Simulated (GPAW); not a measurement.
# AlO (Pm-3m) in GPAW: convergence with basis set

Aim: find how far basis set must go before the results for AlO settle, at PBE. This setting moves, with any that are tied to it; all else stays.

Everything below comes from runs of GPAW 26.7.0. Logs are shortened: lines on timing, memory, paths and dates and some standing lists are left out, and cuts for length are marked. The log counts tension as positive stress, the text compression.

## Step 1: The structure

Symmetry: Pm-3m, No. 221, cubic system. Conventional cell: a = 2.769 Å, b = 2.769 Å, c = 2.769 Å, α = 90.00°, β = 90.00°, γ = 90.00°. Al (site symmetry m-3m) has 8 O at 2.40 Å as nearest neighbours. O (site symmetry m-3m) is surrounded by 8 Al at 2.40 Å.

The cell was built by a generator and needn't be a form met in nature.

## Step 2: With basis set lcao:sz(dzp)

run.py reads:

```python
from ase import Atoms
from ase.dft.bandgap import bandgap
from ase.io import write
from gpaw import GPAW

atoms = Atoms(['Al', 'O'],
              cell=[[2.76919, 0.0, 0.0],
                    [0.0, 2.76919, 0.0],
                    [0.0, 0.0, 2.76919]],
              scaled_positions=[[0.5, 0.5, 0.5],
                                [0.0, 0.0, 0.0]],
              pbc=True)

calc = GPAW(mode='lcao',
            h=0.16,
            basis='sz(dzp)',
            xc='PBE',
            kpts={'size': (10, 10, 10), 'gamma': True},
            occupations={'name': 'fermi-dirac', 'width': 0.05},
            convergence={'density': 1e-05, 'energy': 1e-05},
            maxiter=100,
            txt='gpaw.txt')
atoms.calc = calc
energy = atoms.get_potential_energy()
forces = atoms.get_forces()
calc.write('gs.gpw')
write('result.traj', atoms)
print(f'Energy: {energy:.6f} eV')
print('Forces (eV/A):')
print(forces.round(4))
print('Fermi level:', round(calc.get_fermi_level(), 4), 'eV')
print(f'Gap: {bandgap(calc)[0]:.4f} eV, direct: {bandgap(calc, direct=True)[0]:.4f} eV')
```

Potentials or basis: GPAW PAW data sets (gpaw-data 1.2.1), lcao:sz(dzp).

Command:

```sh
$ OMP_NUM_THREADS=1 python run.py
```

gpaw.txt:

```text
__  _  _
 | _ |_)|_||  |
 |__||  | ||/\| - 26.7.0

Input parameters:
  mode=LCAO(),
  basis={'default': 'sz(dzp)'},
  convergence={'density': 1e-05, 'energy': 1e-05},
  h=0.16,
  kpts=MonkhorstPack(size=(10, 10, 10), gamma=True),
  maxiter=100,
  occupations=Occupations(name='fermi-dirac', width=0.05),
  xc=XC(name='PBE')
   .------.
  /|      |
 * |      |
 | .-Al---.
 |/      /
 O------*

Atoms  # Å, Bohr magnetons
|   | symbol |        x |        y |        z |    initial magnetic moments |
|---|--------|----------|----------|----------|-----------------------------|
| 0 |     Al | 1.384595 | 1.384595 | 1.384595 | ( 0.0000,  0.0000,  0.0000) |
| 1 |      O | 0.000000 | 0.000000 | 0.000000 | ( 0.0000,  0.0000,  0.0000) |

Unit cell  # Å
| periodic |        x |        y |        z |  lengths |    angles |
|----------|----------|----------|----------|----------|-----------|
|      yes | 2.769190 | 0.000000 | 0.000000 | 2.769190 | 90.000000 |
|      yes | 0.000000 | 2.769190 | 0.000000 | 2.769190 | 90.000000 |
|      yes | 0.000000 | 0.000000 | 2.769190 | 2.769190 | 90.000000 |

Number of symmetries: 48
Symmetry operations  # r_c * U_cc + t_c -> r_c
|    | kind |            matrix            |
|----|------|------------------------------|
|  0 |  E   |  1, 0, 0,  0, 1, 0,  0, 0, 1 |
|  1 |  σ   |  1, 0, 0,  0, 1, 0,  0, 0,-1 |
|  2 |  σ   |  1, 0, 0,  0, 0, 1,  0, 1, 0 |
|  3 |  C4  |  1, 0, 0,  0, 0, 1,  0,-1, 0 |
|  4 |  C4  |  1, 0, 0,  0, 0,-1,  0, 1, 0 |
|  5 |  σ   |  1, 0, 0,  0, 0,-1,  0,-1, 0 |
|  6 |  σ   |  1, 0, 0,  0,-1, 0,  0, 0, 1 |
|  7 |  C2  |  1, 0, 0,  0,-1, 0,  0, 0,-1 |
|  8 |  σ   |  0, 1, 0,  1, 0, 0,  0, 0, 1 |
|  9 |  C2  |  0, 1, 0,  1, 0, 0,  0, 0,-1 |
| 10 |  C3  |  0, 1, 0,  0, 0, 1,  1, 0, 0 |
| 11 |  S6  |  0, 1, 0,  0, 0, 1, -1, 0, 0 |
| 12 |  S6  |  0, 1, 0,  0, 0,-1,  1, 0, 0 |
| 13 |  C3  |  0, 1, 0,  0, 0,-1, -1, 0, 0 |
| 14 |  C4  |  0, 1, 0, -1, 0, 0,  0, 0, 1 |
| 15 |  S4  |  0, 1, 0, -1, 0, 0,  0, 0,-1 |
| 16 |  C3  |  0, 0, 1,  1, 0, 0,  0, 1, 0 |
[... 17 lines left out ...]
| 34 |  S6  |  0,-1, 0,  0, 0, 1,  1, 0, 0 |
| 35 |  C3  |  0,-1, 0,  0, 0, 1, -1, 0, 0 |
| 36 |  C3  |  0,-1, 0,  0, 0,-1,  1, 0, 0 |
| 37 |  S6  |  0,-1, 0,  0, 0,-1, -1, 0, 0 |
| 38 |  σ   |  0,-1, 0, -1, 0, 0,  0, 0, 1 |
| 39 |  C2  |  0,-1, 0, -1, 0, 0,  0, 0,-1 |
| 40 |  σ   | -1, 0, 0,  0, 1, 0,  0, 0, 1 |
| 41 |  C2  | -1, 0, 0,  0, 1, 0,  0, 0,-1 |
| 42 |  C2  | -1, 0, 0,  0, 0, 1,  0, 1, 0 |
| 43 |  S4  | -1, 0, 0,  0, 0, 1,  0,-1, 0 |
| 44 |  S4  | -1, 0, 0,  0, 0,-1,  0, 1, 0 |
| 45 |  C2  | -1, 0, 0,  0, 0,-1,  0,-1, 0 |
| 46 |  C2  | -1, 0, 0,  0,-1, 0,  0, 0, 1 |
| 47 |  i   | -1, 0, 0,  0,-1, 0,  0, 0,-1 |

BZ-sampling:
  Number of BZ points: 1000
  Number of IBZ points: 56

  Monkhorst-Pack size: [10, 10, 10]
  Monkhorst-Pack shift: [0.05, 0.05, 0.05]

K-points  # in reciprocal-cell coordinates
|     |                                coordinates |     weight |
|-----|--------------------------------------------|------------|
|   0 | (  0.00000000,   0.00000000,   0.00000000) | 0.00100000 |
|   1 | (  0.10000000,   0.00000000,   0.00000000) | 0.00600000 |
|   2 | (  0.10000000,   0.10000000,   0.00000000) | 0.01200000 |
|   3 | (  0.10000000,   0.10000000,   0.10000000) | 0.00800000 |
|   4 | (  0.20000000,   0.00000000,   0.00000000) | 0.00600000 |
|   5 | (  0.20000000,   0.10000000,   0.00000000) | 0.02400000 |
|   6 | (  0.20000000,   0.10000000,   0.10000000) | 0.02400000 |
|   7 | (  0.20000000,   0.20000000,   0.00000000) | 0.01200000 |
|   8 | (  0.20000000,   0.20000000,   0.10000000) | 0.02400000 |
|   9 | (  0.20000000,   0.20000000,   0.20000000) | 0.00800000 |
| ... |                                            |            |
|  55 | (  0.50000000,   0.50000000,   0.50000000) | 0.00100000 |

basis functions: 8
Spin-components: 1 (collinear spins)
Bands:           8
Projectors:      10
Spin-degeneracy: 2
Datatype:        <class 'complex'>

Parallelization:
  kpt:    1
  domain: 1
  band:   1

Density:
  Valence electrons: 9.0
  Components: 1
  Grid points: [16 16 16]
  Charge: 0.0  # |e|

Potential:
  Grid points: [16 16 16]

species:
  Al:
    name:    Aluminium
    Z:       13.0
    valence: 3
    core:    10
    charge:  0.0  # [|e|]
    compensation charges:
      type: gauss
      rc: 0.34  # [Å]
      lmax: 2
    cutoffs:
      filter: 1.91  # [Å]
      core: 2.36  # [Å]
    projectors
[... 152 lines left out ...]
  Number of IBZ points: 56

  Monkhorst-Pack size: [10, 10, 10]
  Monkhorst-Pack shift: [0.05, 0.05, 0.05]

K-points  # in reciprocal-cell coordinates
|     |                                coordinates |     weight |
|-----|--------------------------------------------|------------|
|   0 | (  0.00000000,   0.00000000,   0.00000000) | 0.00100000 |
|   1 | (  0.10000000,   0.00000000,   0.00000000) | 0.00600000 |
|   2 | (  0.10000000,   0.10000000,   0.00000000) | 0.01200000 |
|   3 | (  0.10000000,   0.10000000,   0.10000000) | 0.00800000 |
|   4 | (  0.20000000,   0.00000000,   0.00000000) | 0.00600000 |
|   5 | (  0.20000000,   0.10000000,   0.00000000) | 0.02400000 |
|   6 | (  0.20000000,   0.10000000,   0.10000000) | 0.02400000 |
|   7 | (  0.20000000,   0.20000000,   0.00000000) | 0.01200000 |
|   8 | (  0.20000000,   0.20000000,   0.10000000) | 0.02400000 |
|   9 | (  0.20000000,   0.20000000,   0.20000000) | 0.00800000 |
| ... |                                            |            |
|  55 | (  0.50000000,   0.50000000,   0.50000000) | 0.00100000 |

basis functions: 8
Spin-components: 1 (collinear spins)
Bands:           8
Projectors:      10
Spin-degeneracy: 2
Datatype:        <class 'complex'>

Parallelization:
  kpt:    1
  domain: 1
  band:   1

Density:
  Valence electrons: 9.0
  Components: 1
  Grid points: [16 16 16]
  Charge: 0.0  # |e|

Potential:
  Grid points: [16 16 16]

species:
  Al:
    name:    Aluminium
    Z:       13.0
    valence: 3
    core:    10
    charge:  0.0  # [|e|]
    compensation charges:
      type: gauss
      rc: 0.34  # [Å]
      lmax: 2
    cutoffs:
      filter: 1.91  # [Å]
      core: 2.36  # [Å]
    projectors
    | kind |    occ | energy [eV] | rcut [Å] |
    |------|--------|-------------|----------|
    |   3s |  2.000 |      -7.753 |    1.085 |
    |   3p |  1.000 |      -2.712 |    1.085 |
    |    s |        |      19.459 |    1.085 |
    |    p |        |      24.499 |    1.085 |
    |    d |        |       0.000 |    1.085 |

    LCAO basis set for Al:
      Name: sz(dzp)
      File: <dir>
      Number of radial functions: 2
      Number of spherical harmonics: 4
        l=0, rc=7.8750 Bohr: 3s-sz confined orbital
        l=1, rc=10.4219 Bohr: 3p-sz confined orbital
      Number of RI-basis functions 0

  O:
    name:    Oxygen
    Z:       8.0
    valence: 6
    core:    2
    charge:  0.0  # [|e|]
    compensation charges:
      type: gauss
      rc: 0.21  # [Å]
      lmax: 2
    cutoffs:
      filter: 1.17  # [Å]
      core: 0.83  # [Å]
    projectors
    | kind |    occ | energy [eV] | rcut [Å] |
    |------|--------|-------------|----------|
    |   2s |  2.000 |     -23.961 |    0.688 |
    |   2p |  4.000 |      -9.029 |    0.598 |
    |    s |        |       3.251 |    0.688 |
    |    p |        |      18.182 |    0.598 |
    |    d |        |       0.000 |    0.619 |

    LCAO basis set for O:
      Name: sz(dzp)
      File: <dir>
      Number of radial functions: 2
      Number of spherical harmonics: 4
        l=0, rc=4.3438 Bohr: 2s-sz confined orbital
        l=1, rc=5.3906 Bohr: 2p-sz confined orbital
      Number of RI-basis functions 0

Reference energy: -8644.275566  # eV

eigensolver:
  <gpaw.new.lcao.eigensolver.LCAOEigensolver object>
density mixing:
  MSR1-Mixer
  Pratt-step length: 0.05
  Maximum mixing coefficient: 0.75
  Old densities: 10
  SVD Regularization: 0.005
  Good broyden scale: 1.0
  Trust region scale: 1.0
  Backstep threshold: 4.0
  History deletion threshold: 6.0
  Fourier metric: weight=20.0, sigma=0.015

occupation numbers:
  Fermi-Dirac:
    width: 0.0500  # eV

FastPoissonSolver using
    Stencil: 6*3+1=19 point O(h^6) finite-difference Laplacian
    FFT axes: [np.int64(0), np.int64(1), np.int64(2)]
    FST axes: []

xc functional:
  name: PBE with 2 nearest neighbor stencil
interpolation: tri-quintic # 5. degree polynomial

convergence criteria:
- Maximum integral of absolute [dens]ity change: 1e-05 electrons / valence electron
- Maximum [total energy] change in last 3 cyles: 1e-05 eV / valence electron
- Maximum integral of absolute [eigenst]ate change: 4e-08 eV^2 / valence electron
maximum number of iterations: 100

SCF iterations
|iter     | |      energy | eigst |  dens |
|---------|-|-------------|-------|-------|
|iter:   1| |   -9.431805 |      c|       |
|iter:   2| |   -9.059995 |      c| -0.77 |
|iter:   3| |   -8.137971 |      c| -0.84 |
|iter:   4| |   -8.135614 |      c| -1.94 |
|iter:   5| |   -8.135463 |      c| -2.17 |
|iter:   6| |   -8.135462 |      c| -3.61 |
|iter:   7| |   -8.135462c|      c| -5.02c|

Converged in 7 steps
Energy contributions relative to reference atoms: (reference = -8644.275566)

Energy contributions:
  Kinetic:          33.773986
  Coulomb:         -27.817158
  Zero:              0.182396
  External:          0.000000
  Xc:              -14.271839
  Entropy:          -0.005693
  Spinorbit:         0.000000
  ----------------------------
  Free energy:      -8.138308
  Extrapolated:     -8.135462

dipole moment: (-7.804199, -7.804199, -7.804199)  # |e|*Ang

Fermi level: 9.975
Eigenvalues  # (at kpt = [0.000, 0.000, 0.000])
| band index |      eig [eV] | occ [0-2] |
|------------|---------------|-----------|
|          0 |       -11.346 |     2.000 |
|          1 |         4.777 |     2.000 |
|          2 |         5.631 |     2.000 |
|          3 |         5.631 |     2.000 |
|          4 |         5.631 |     2.000 |
|          5 |        20.585 |     0.000 |
|          6 |        20.585 |     0.000 |
|          7 |        20.585 |     0.000 |

No gap
No difference between direct/indirect transitions

Forces  # eV/Ang
|        x |        y |        z |
|----------|----------|----------|
| -0.00000 | -0.00000 | -0.00000 |  # Al   0
| -0.00000 | -0.00000 | -0.00000 |  # O    1

# Writing to gs.gpw (mode='')
```

Wall time 2.6 min (1 thread of Intel Xeon at 2.50GHz (Skylake/Cascade Lake), shared host); peak memory 0.15 GiB.

Results:

```
Free energy            : -8.1383 eV
Band gap on the k mesh : none (metal or under the smearing width)
```

## Step 3: With basis set lcao:szp(dzp)

Edit run.py of step 2 so:

```diff
@@ -15,3 +15,3 @@
             h=0.16,
-            basis='sz(dzp)',
+            basis='szp(dzp)',
             xc='PBE',
```

Potentials or basis: GPAW PAW data sets (gpaw-data 1.2.1), lcao:szp(dzp).

Command:

```sh
$ OMP_NUM_THREADS=1 python run.py
```

It took 12 min on 1 thread of Intel Xeon at 2.50GHz (Skylake/Cascade Lake), shared host; peak memory 0.16 GiB.

Results:

| Property | Result |
| --- | --- |
| Free energy | -9.4770 eV |
| Band gap on the k mesh | none (metal or under the smearing width) |

## Step 4: With basis set lcao:dz(dzp)

Edit run.py of step 3 so:

```diff
@@ -15,3 +15,3 @@
             h=0.16,
-            basis='szp(dzp)',
+            basis='dz(dzp)',
             xc='PBE',
```

Potentials or basis: GPAW PAW data sets (gpaw-data 1.2.1), lcao:dz(dzp).

Command:

```sh
$ OMP_NUM_THREADS=1 python run.py
```

Wall time 5 min (1 thread of Intel Xeon at 2.50GHz (Skylake/Cascade Lake), shared host); peak memory 0.15 GiB.

What came out:

```
Free energy            : -9.4929 eV
Band gap on the k mesh : none (metal or under the smearing width)
```

## Step 5: With basis set lcao:dzp

Edit run.py of step 4 so:

```diff
@@ -15,3 +15,3 @@
             h=0.16,
-            basis='dz(dzp)',
+            basis='dzp',
             xc='PBE',
```

Potentials or basis: GPAW PAW data sets (gpaw-data 1.2.1), lcao:dzp.

Command:

```sh
$ OMP_NUM_THREADS=1 python run.py
```

Run time: 16 min. Hardware: 1 thread of Intel Xeon at 2.50GHz (Skylake/Cascade Lake), shared host; peak memory 0.17 GiB.

Results (log left out):

```
Free energy            : -9.7905 eV
Band gap on the k mesh : none (metal or under the smearing width)
```

## Step 6: With basis set fd

Edit run.py of step 5 so:

```diff
@@ -13,5 +13,4 @@
 
-calc = GPAW(mode='lcao',
+calc = GPAW(mode='fd',
             h=0.16,
-            basis='dzp',
             xc='PBE',
@@ -19,2 +18,3 @@
             occupations={'name': 'fermi-dirac', 'width': 0.05},
+            nbands=12,
             convergence={'density': 1e-05, 'energy': 1e-05},
```

Potentials or basis: GPAW PAW data sets (gpaw-data 1.2.1), fd.

Command:

```sh
$ OMP_NUM_THREADS=1 python run.py
```

It took 61 s on 1 thread of Intel Xeon at 2.50GHz (Skylake/Cascade Lake), shared host; peak memory 0.22 GiB.

It converged, with:

- Free energy: -10.3139 eV
- Band gap on the k mesh: none (metal or under the smearing width)

## Step 7: With basis set pw

Edit run.py of step 6 so:

```diff
@@ -3,3 +3,4 @@
 from ase.io import write
-from gpaw import GPAW
+from ase.units import GPa
+from gpaw import GPAW, PW
 
@@ -13,4 +14,3 @@
 
-calc = GPAW(mode='fd',
-            h=0.16,
+calc = GPAW(mode=PW(800),
             xc='PBE',
@@ -25,2 +25,3 @@
 forces = atoms.get_forces()
+stress = atoms.get_stress()
 calc.write('gs.gpw')
@@ -30,2 +31,3 @@
 print(forces.round(4))
+print('Stress (GPa):', (stress / GPa).round(3))
 print('Fermi level:', round(calc.get_fermi_level(), 4), 'eV')
```

Potentials or basis: GPAW PAW data sets (gpaw-data 1.2.1), pw.

Command:

```sh
$ OMP_NUM_THREADS=1 python run.py
```

Run time: 28 s. Hardware: 1 thread of Intel Xeon at 2.50GHz (Skylake/Cascade Lake), shared host; peak memory 0.15 GiB.

It converged, with:

| Quantity | Value |
| --- | --- |
| Free energy | -10.2379 eV |
| Pressure | 0.2 GPa |
| Band gap on the k mesh | none (metal or under the smearing width) |

## Step 8: Result

```
    basis set  energy less the tightest run, at zero smearing (meV/atom)  SCF cycles  CPU time (s)  peak memory (GiB)
 lcao:sz(dzp)                                                    1048.69           7           160               0.15
lcao:szp(dzp)                                                     379.68           8           740               0.16
 lcao:dz(dzp)                                                     372.93           9           300               0.15
     lcao:dzp                                                     223.84           9           960               0.17
           fd                                                     -37.99          12            61               0.22
           pw                                                       0.00          10            28               0.15
```

Not settled before the last step: the energy (to 1 meV/atom). The tightest run that finished is the yardstick and may itself not be fully converged.

Caveats: an odd number of electrons without spin polarisation forces a metal; a magnetic or distorted state may lie lower.
